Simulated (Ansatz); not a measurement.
## In, one cell by several methods

```
In
1.0
    -1.62615    1.62615    2.47395
     1.62615   -1.62615    2.47395
     1.62615    1.62615   -2.47395
In
1
Direct
  0.00000 0.00000 0.00000
```

The geometry is COD entry 9017523, unchecked; take it as a test cell.

Spin–orbit coupling is left out, though it moves levels of the heavy atoms by tenths of an eV or more.

Levels of theory: DFT, LDA, PAW with Ansatz's default frozen-core files, scalar-relativistic (Ansatz 0.2.0); DFT, LDA, all-electron PAW with datasets made for the crystal, scalar-relativistic (Ansatz 0.2.0); DFT, LDA, all-electron LAPW, scalar-relativistic (Ansatz 0.2.0).

For PAW: a Γ-centred 14×14×14 k mesh, Fermi–Dirac smearing of 0.05 eV, cutoff 420 eV, no spin polarisation; the PAW files were made with PBE, and the program remakes their frozen cores for this functional. The crystal-made all-electron datasets (AE datasets) take a cutoff of 260 eV at this cell. LAPW targets a basis error of 0.5 meV/atom. The Ansatz runs share mesh, smearing and spin set-up. Plane-wave (PAW) pressures include the program's estimate of the Pulay term.

Stress and pressure are positive in compression.

No spin–orbit coupling: at heavy atoms the gradients can be off by tens of per cent for that reason.

In a metal, gradients converge slowly with the k mesh: the values move by tens of per cent from one mesh to another, at times in sign, so only the comparison on one mesh counts.

Levels count from the Fermi level.

| quantity | PAW | AE datasets | LAPW |
| --- | --- | --- | --- |
| pressure (GPa) | -2.68 | -2.67 | -2.67 |
| stress xx (GPa) | -2.82 | -2.81 | -2.81 |
| stress zz (GPa) | -2.40 | -2.39 | -2.39 |
| highest filled level at S (eV) | -0.508 | -0.507 | -0.507 |
| lowest empty level at S (eV) | 6.061 | 6.060 | 6.060 |
| highest filled level at M (eV) | -2.676 | -2.676 | -2.676 |
| lowest empty level at M (eV) | 4.650 | 4.648 | 4.648 |
| highest filled level at S0 (eV) | -0.508 | -0.507 | -0.507 |
| lowest empty level at S0 (eV) | 6.061 | 6.060 | 6.060 |
| field gradient Vzz at In (10²¹ V/m²) | 2.19 | 2.19 | – |
